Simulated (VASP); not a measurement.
# KBr (Fm-3m) in VASP: further runs

One crystal, KBr, is run at these levels: PBEsol; tasks: relaxation of cell and atoms.

Program: VASP 6.6.1. These are calculated values, not measurements. Logs are shortened: lines on timing, memory, paths and dates and some standing lists are left out, and cuts for length are marked.

## Step 1: Starting point

The structure is cubic, space group Fm-3m (No. 225). Conventional cell: a = 6.560 Å, b = 6.560 Å, c = 6.560 Å, α = 90.00°, β = 90.00°, γ = 90.00°. K (site symmetry m-3m) is surrounded by 6 Br at 3.28 Å. Around Br (site symmetry m-3m) lie 6 K at 3.28 Å.

## Step 2: Relaxation of cell and atoms, PBEsol

File INCAR:

```
  ALGO = Normal
  EDIFF = 1E-7
  EDIFFG = -0.005
  ENCUT = 600
  GGA = PS
  IBRION = 2
  ISIF = 3
  ISMEAR = 0
  LASPH = T
  LCHARG = F
  LREAL = F
  LWAVE = F
  NELM = 80
  NSW = 90
  PREC = Accurate
  SIGMA = 0.03
```

File KPOINTS:

```
k-points
0
Gamma
  8 8 8
```

File POSCAR:

```
KBr                                     
1.0
    0.0000000000      3.2798924868      3.2798924868
    3.2798924868     -0.0000000000      3.2798924868
    3.2798924868      3.2798924868      0.0000000000
  K               Br            
     1     1
Direct
     0.0000000000000000    0.0000000000000000    0.0000000000000000
     0.5000000000000000    0.5000000000000000    0.5000000000000000
```

Potentials or basis: VASP PAW PBE potentials, release 64 (K_sv, Br).

Launch:

```sh
> cat potpaw_PBE.64/K_sv/POTCAR potpaw_PBE.64/Br/POTCAR > POTCAR
> mpirun -np 1 vasp_std > vasp.out
```

OUTCAR:

```text
EDIFF = 1E-7
   EDIFFG = -0.005
   ENCUT = 600
   GGA = PS
   IBRION = 2
   ISIF = 3
   ISMEAR = 0
   LASPH = T
   LREAL = F
   NELM = 80
   NSW = 90
   PREC = Accurate

 ion  position               nearest neighbor table
   1  0.000  0.000  0.000-   2 3.28   2 3.28   2 3.28   2 3.28   2 3.28   2 3.28
   2  0.500  0.500  0.500-   1 3.28   1 3.28   1 3.28   1 3.28   1 3.28   1 3.28

  LATTYP: Found a face centered cubic cell.
 ALAT       =     6.5597849736

  Lattice vectors:

 A1 = (   0.0000000000,   3.2798924868,   3.2798924868)
 A2 = (   3.2798924868,   0.0000000000,   3.2798924868)
 A3 = (   3.2798924868,   3.2798924868,   0.0000000000)

Analysis of symmetry for initial positions (statically):
=====================================================================
 Subroutine PRICEL returns:
 Original cell was already a primitive cell.

 Routine SETGRP: Setting up the symmetry group for a
 face centered cubic supercell.

 Subroutine GETGRP returns: Found 48 space group operations
 (whereof 48 operations were pure point group operations)
 out of a pool of 48 trial point group operations.

The static configuration has the point symmetry O_h .

Analysis of symmetry for dynamics (positions and initial velocities):
=====================================================================
 Subroutine PRICEL returns:
 Original cell was already a primitive cell.

 Routine SETGRP: Setting up the symmetry group for a
 face centered cubic supercell.

 Subroutine GETGRP returns: Found 48 space group operations
 (whereof 48 operations were pure point group operations)
 out of a pool of 48 trial point group operations.

The dynamic configuration has the point symmetry O_h .

 Subroutine INISYM returns: Found 48 space group operations
 (whereof 48 operations are pure point group operations),
 and found     1 'primitive' translations

----------------------------------------------------------------------------------------

                                     Primitive cell

  volume of cell :      70.5682

  direct lattice vectors                    reciprocal lattice vectors
     0.000000000  3.279892487  3.279892487    -0.152444021  0.152444021  0.152444021
     3.279892487  0.000000000  3.279892487     0.152444021 -0.152444021  0.152444021
     3.279892487  3.279892487  0.000000000     0.152444021  0.152444021 -0.152444021

  length of vectors
     4.638468438  4.638468438  4.638468438     0.264040790  0.264040790  0.264040790

  position of ions in fractional coordinates (direct lattice)
     0.000000000  0.000000000  0.000000000
     0.500000000  0.500000000  0.500000000

  ion indices of the primitive-cell ions
   primitive index   ion index
                 1           1
                 2           2

----------------------------------------------------------------------------------------

 KPOINTS: k-points

Automatic generation of k-mesh.
 Grid dimensions read from file:
 generate k-points for:    8    8    8

 Generating k-lattice:

  Cartesian coordinates                     Fractional coordinates (reciprocal lattice)
    -0.019055503  0.019055503  0.019055503     0.125000000  0.000000000  0.000000000
     0.019055503 -0.019055503  0.019055503     0.000000000  0.125000000  0.000000000
     0.019055503  0.019055503 -0.019055503     0.000000000  0.000000000  0.125000000

  Length of vectors
     0.033005099  0.033005099  0.033005099

  Shift w.r.t. Gamma in fractional coordinates (k-lattice)
     0.000000000  0.000000000  0.000000000

 Subroutine IBZKPT returns following result:
 ===========================================

 Found     29 irreducible k-points:

 Following reciprocal coordinates:
            Coordinates               Weight
  0.000000  0.000000  0.000000      1.000000
  0.125000  0.000000  0.000000      8.000000
  0.250000  0.000000  0.000000      8.000000
  0.375000  0.000000  0.000000      8.000000
  0.500000  0.000000  0.000000      4.000000
  0.125000  0.125000  0.000000      6.000000
[... 16 lines left out ...]
  0.500000  0.250000  0.125000     48.000000
 -0.375000  0.250000  0.125000     24.000000
 [... further k-points ...]
   k-points           NKPTS =     29   k-points in BZ     NKDIM =     29   number of bands    NBANDS=     12
   number of dos      NEDOS =    301   number of ions     NIONS =      2
   total plane-waves  NPLWV =  64000
   dimension x,y,z NGX =    40 NGY =   40 NGZ =   40
   dimension x,y,z NGXF=    80 NGYF=   80 NGZF=   80
   ions per type =               1   1
   NGX,Y,Z   is equivalent  to a cutoff of  14.34, 14.34, 14.34 a.u.
   NGXF,Y,Z  is equivalent  to a cutoff of  28.67, 28.67, 28.67 a.u.
 SYSTEM =  unknown system
   PREC   = accura    normal or accurate (medium, high low for compatibility)
   ISTART =      0    job   : 0-new  1-cont  2-samecut
   ICHARG =      2    charge: 1-file 2-atom 10-const
   ISPIN  =      1    spin polarized calculation?
   LNONCOLLINEAR =      F non collinear calculations
   LSORBIT =      F    spin-orbit coupling
   LASPH  =      T    aspherical Exc in radial PAW
   ENCUT  =  600.0 eV  44.10 Ry    6.64 a.u.   9.26  9.26  9.26*2*pi/ulx,y,z
   NELM   =     80;   NELMIN=  2; NELMDL= -5     # of ELM steps
   EDIFF  = 0.1E-06   stopping-criterion for ELM
   LREAL  =      F    real-space projection
   EDIFFG = -.5E-02   stopping-criterion for IOM
   NSW    =     90    number of steps for IOM
   IBRION =      2    ionic relax: 0-MD 1-quasi-New 2-CG
   NFREE  =      1    steps in history (QN), initial steepest desc. (CG)
   ISIF   =      3    stress and relaxation
   ISYM   =      2    0-nonsym 1-usesym 2-fastsym
   POTIM  = 0.5000    time-step for ionic-motion
   TEBEG  =    0.0;   TEEND  =   0.0 temperature during run
   PSTRESS=    0.0 pullay stress
   NELECT =      16.0000    total number of electrons
   NUPDOWN=      -1.0000    fix difference up-down
   EMIN   =  10.00;   EMAX   =-10.00  energy-range for DOS
   EFERMI =   0.00;   METHOD = LEGACY
   ISMEAR =     0;   SIGMA  =   0.03  broadening in eV -4-tet -1-fermi 0-gaus
   EFERMI_NEDOS =   21; number of points for ismear=-14 and -15
   IALGO  =     38    algorithm
   IMIX   =      4    mixing-type and parameters
     AMIX     =   0.40;   BMIX     =  1.00
     AMIX_MAG =   1.60;   BMIX_MAG =  1.00
  volume/ion in A,a.u.               =      35.28       238.11
  Fermi-wavevector in a.u.,A,eV,Ry     =   0.998264  1.886445 13.558616  0.996530
  Thomas-Fermi vector in A             =   2.130475
   LORBIT       =      0    0 simple, 1 ext, 2 COOP (PROOUT), +10 PAW based schemes
   GGA     = PS    functional components
   LHFCALC =     F    Hartree Fock is set to
   AEXX    =    0.0000 exact exchange contribution
   IVDW    =     0    specifies the selected vdW correction
   LEPSILON=     F    determine dielectric tensor
   LRPA    =     F    only Hartree local field effects (RPA)
 conjugate gradient relaxation of ions
 non-spin polarized calculation
 Gauss-broadening in eV      SIGMA  =   0.03
  energy-cutoff  :      600.00
  volume of cell :       70.57
 maximum number of plane-waves:      2397
 NGX is ok and might be reduce to    40
   NGX = 19   NGY = 19   NGZ = 19

 number of electron      16.0000001 magnetization

 Free energy of the ion-electron system (eV)
  ---------------------------------------------------
  ext. energy  EPLUGINS =         0.00000000
  ---------------------------------------------------
  free energy    TOTEN  =        -6.45998761 eV

  energy without entropy =       -6.45998761  energy(sigma->0) =       -6.45998761

 E-fermi :  -1.5984     XC(G=0):  -7.6227

 val. band max:       -1.7537640013   @ k =   0.0000   0.0000   0.0000
 cond. band min:       2.5699942049   @ k =   0.0000   0.0000   0.0000
 fundamental gap:      4.3237582062
 Fermi energy:        -1.5984151460

 k-point     1 :       0.0000    0.0000    0.0000
  band No.  band energies     occupation
      1     -29.3271      2.00000
      2     -14.0836      2.00000
      3     -12.8718      2.00000
      4     -12.8718      2.00000
      5     -12.8718      2.00000
      6      -1.7538      2.00000
      7      -1.7538      2.00000
      8      -1.7538      2.00000
      9       2.5700      0.00000
     10       5.7751      0.00000
     11       5.7751      0.00000
     12       5.7751      0.00000

 k-point     2 :       0.1250    0.0000    0.0000
  band No.  band energies     occupation
      1     -29.3262      2.00000
      2     -14.1117      2.00000
      3     -12.8727      2.00000
      4     -12.8727      2.00000
      5     -12.8329      2.00000
      6      -1.9930      2.00000
      7      -1.8100      2.00000
      8      -1.8100      2.00000
      9       2.9762      0.00000
     10       5.6626      0.00000
     11       5.9655      0.00000
     12       5.9655      0.00000

 k-point     3 :       0.2500    0.0000    0.0000
  band No.  band energies     occupation
      1     -29.3239      2.00000
      2     -14.1734      2.00000
      3     -12.8748      2.00000
      4     -12.8748      2.00000
      5     -12.7447      2.00000
      6      -2.4676      2.00000
      7      -1.9395      2.00000
      8      -1.9395      2.00000
      9       3.8494      0.00000
     10       5.6466      0.00000
     11       6.4969      0.00000
     12       6.4969      0.00000
[... 286 lines left out ...]
 k-point    23 :       0.5000    0.2500    0.1250
  band No.  band energies     occupation
      1     -29.3204      2.00000
      2     -14.1646      2.00000
      3     -12.9096      2.00000
      4     -12.8878      2.00000
      5     -12.7236      2.00000
      6      -2.7279      2.00000
      7      -2.1706      2.00000
      8      -2.0992      2.00000
      9       4.9761      0.00000
     10       5.5020      0.00000
     11       7.1628      0.00000
     12       7.6567      0.00000

 k-point    24 :      -0.3750    0.2500    0.1250
  band No.  band energies     occupation
      1     -29.3196      2.00000
      2     -14.1677      2.00000
      3     -12.9106      2.00000
      4     -12.8943      2.00000
      5     -12.7140      2.00000
      6      -2.7706      2.00000
      7      -2.2469      2.00000
      8      -2.1345      2.00000
      9       5.1559      0.00000
     10       5.9715      0.00000
     11       7.1215      0.00000
     12       7.5551      0.00000

 [... further k-points ...]

------------------------ aborting loop because EDIFF is reached ----------------------------------------

  FORCE on cell =-STRESS in cart. coord.  units (eV):
  Direction    XX          YY          ZZ          XY          YZ          ZX
  --------------------------------------------------------------------------------------
  -------------------------------------------------------------------------------------
  Total       -0.0031344     -0.0031344     -0.0031344      0.0000000      0.0000000     -0.0000000
  in kB       -0.0711626     -0.0711626     -0.0711626      0.0000000      0.0000000     -0.0000000
  external PRESSURE =      -0.0711626 kB  Pullay stress =       0.0000000 kB

 VOLUME and BASIS-vectors are now :
 -----------------------------------------------------------------------------
  energy-cutoff  :      600.00
  volume of cell :       70.57
      direct lattice vectors                 reciprocal lattice vectors
     0.000000000  3.279892487  3.279892487    -0.152444021  0.152444021  0.152444021
     3.279892487  0.000000000  3.279892487     0.152444021 -0.152444021  0.152444021
     3.279892487  3.279892487  0.000000000     0.152444021  0.152444021 -0.152444021

 POSITION                                       TOTAL-FORCE (eV/Angst)
 -----------------------------------------------------------------------------------
      0.00000      0.00000      0.00000         0.000000      0.000000     -0.000000
      3.27989      3.27989      3.27989         0.000000      0.000000      0.000000
 -----------------------------------------------------------------------------------
    total drift:                                0.000000     -0.000000     -0.000000

  FREE ENERGIE OF THE ION-ELECTRON SYSTEM (eV)
  ---------------------------------------------------
  free  energy   TOTEN  =        -6.4599876062 eV

  energy  without entropy=       -6.4599876062  energy(sigma->0) =       -6.45998761

 reached required accuracy - stopping structural energy minimisation
```

Wall time 23 s (1 thread of AMD EPYC 9R45 (Zen 5), shared host); peak memory 0.21 GiB.

What came out:

```
Free energy             : -6.4600 eV
Pressure after relaxing : 0.0 GPa
Band gap on the k mesh  : 4.32 eV, direct
```

Final structure:
```
CELL_PARAMETERS angstrom
0.00000 3.27989 3.27989
3.27989 0.00000 3.27989
3.27989 3.27989 0.00000
ATOMIC_POSITIONS crystal
K 0.00000 0.00000 0.00000
Br 0.50000 0.50000 0.50000
```

Caveat: the relaxation stopped at its first step, so nothing moved; the PAW data sets were made with another functional, which shifts forces and pressure a little. Expect the measured gap to be larger: semilocal functionals such as PBEsol lack the derivative discontinuity.

## Step 3: Relaxation of cell and atoms, PBEsol

This run uses another cell than the first one, of 35.94 Å³/atom, 1.019 times its volume.

File INCAR:

```
SYSTEM = KBr
ALGO = Normal ; EDIFF = 1E-6
EDIFFG = -0.01 ; ENCUT = 600
GGA = PS ; IBRION = 2
ISIF = 3 ; ISMEAR = 0
LASPH = .True. ; LCHARG = .False.
LREAL = .False. ; LWAVE = .False.
NELM = 80 ; NSW = 90
PREC = Accurate ; SIGMA = 0.03
```

File KPOINTS:

```
k-points
0
Gamma
  8 8 8
  0 0 0
```

File POSCAR:

```
KBr
1.0
    0.0000000000      3.3000000000      3.3000000000
    3.3000000000      0.0000000000      3.3000000000
    3.3000000000      3.3000000000      0.0000000000
K Br
1 1
Direct
    0.0000000000      0.0000000000      0.0000000000
    0.5000000000      0.5000000000      0.5000000000
```

Potentials or basis: VASP PAW PBE potentials, release 64 (K_sv, Br).

Launch:

```sh
> cat potpaw_PBE.64/K_sv/POTCAR potpaw_PBE.64/Br/POTCAR > POTCAR
> mpirun -np 1 vasp_std > vasp.out
```

Wall time 59 s (1 thread of Intel Xeon 6975P-C (Granite Rapids), shared host); peak memory 0.26 GiB.

It converged, with:

* Free energy: -6.4600 eV
* Relaxed volume: 35.28 Å³/atom
* Relaxed cell: a = 4.638 Å, b = 4.638 Å, c = 4.638 Å, α = 60.00°, β = 60.00°, γ = 60.00°
* Space group after relaxing (to 0.05 Å): Fm-3m (No. 225)
* Energy gained by relaxing: 0.6 meV/atom
* Ionic steps: 5
* Pressure after relaxing: 0.0 GPa
* Band gap on the k mesh: 4.32 eV, direct

Step by step:
| step | energy change (eV) | largest force (eV/Å) | pressure (GPa) | volume (Å³) |
| --- | --- | --- | --- | --- |
| 1 | 0.0000 | 0.0000 | -0.27 | 71.87 |
| 2 | -0.0008 | 0.0000 | -0.14 | 71.24 |
| 3 | -0.0011 | 0.0000 | -0.05 | 70.81 |
| 4 | -0.0009 | 0.0000 | 0.14 | 69.95 |
| 5 | -0.0012 | 0.0000 | -0.02 | 70.57 |

Final structure:
```
K Br
1.0
     0.00000    3.27989    3.27989
     3.27989    0.00000    3.27989
     3.27989    3.27989    0.00000
K Br
1 1
Direct
  0.00000 0.00000 0.00000
  0.50000 0.50000 0.50000
```

Levels at points of the mesh, in eV from the valence-band top:
| k point | band 6 | band 7 | band 8 | band 9 | band 10 | band 11 |
| --- | --- | --- | --- | --- | --- | --- |
| (0.00, 0.00, 0.00) | 0.00 | 0.00 | 0.00 | 4.32 | 7.53 | 7.53 |
| (0.50, 0.00, 0.00) | -1.25 | -0.36 | -0.36 | 6.47 | 8.19 | 9.77 |
| (0.50, 0.50, 0.00) | -0.85 | -0.30 | -0.30 | 5.72 | 7.15 | 9.36 |

Caveat: the PAW data sets were made with another functional, which shifts forces and pressure a little. A k mesh can miss the band edges.

## Step 4: Relaxation of cell and atoms, PBEsol

Changes to INCAR since step 3:

```diff
@@ -1,4 +1,4 @@
 SYSTEM = KBr
-ALGO = Normal ; EDIFF = 1E-6
-EDIFFG = -0.01 ; ENCUT = 600
+ALGO = Normal ; EDIFF = 1E-7
+EDIFFG = -0.005 ; ENCUT = 600
 GGA = PS ; IBRION = 2
```

KPOINTS is that of step 3.

File POSCAR:

```
KBr                                     
1.0
    0.0000000000      3.2798924877      3.2798924877
    3.2798924877      0.0000000000      3.2798924877
    3.2798924877      3.2798924877     -0.0000000000
  K               Br            
     1     1
Direct
     0.0000000000000000    0.0000000000000000    0.0000000000000000
     0.5000000000000000    0.5000000000000000    0.5000000000000000
```

Launch:

```sh
> cat potpaw_PBE.64/K_sv/POTCAR potpaw_PBE.64/Br/POTCAR > POTCAR
> mpirun -np 1 vasp_std > vasp.out
```

Wall time 19 s (1 thread of Intel Xeon 6975P-C (Granite Rapids), shared host); peak memory 0.24 GiB.

The run converged. Its results:

| Item | Value |
| --- | --- |
| Free energy | -6.4600 eV |
| Pressure after relaxing | 0.0 GPa |
| Band gap on the k mesh | 4.32 eV, direct |

Final structure:
```cif
data_structure
_symmetry_space_group_name_H-M 'P 1'
_symmetry_Int_Tables_number 1
_cell_length_a 4.6385
_cell_length_b 4.6385
_cell_length_c 4.6385
_cell_angle_alpha 60.000
_cell_angle_beta 60.000
_cell_angle_gamma 60.000
_cell_volume 70.57
loop_
_atom_site_label
_atom_site_type_symbol
_atom_site_fract_x
_atom_site_fract_y
_atom_site_fract_z
_atom_site_occupancy
K1 K 0.00000 0.00000 0.00000 1
Br1 Br 0.50000 0.50000 0.50000 1
```

Levels at points of the mesh, in eV from the valence-band top:
```tsv
k point	band 5	band 6	band 7	band 8	band 9	band 10	band 11	band 12
(0.00, 0.00, 0.00)	-11.12	0.00	0.00	0.00	4.32	7.53	7.53	7.53
(0.50, 0.00, 0.00)	-10.88	-1.25	-0.36	-0.36	6.47	8.19	9.77	9.77
(0.50, 0.50, 0.00)	-11.16	-0.85	-0.30	-0.30	5.72	7.16	9.36	9.45
```

Caveat: the relaxation stopped at its first step, so nothing moved; the PAW data sets were made with another functional, which shifts forces and pressure a little. A k mesh can miss the band edges.
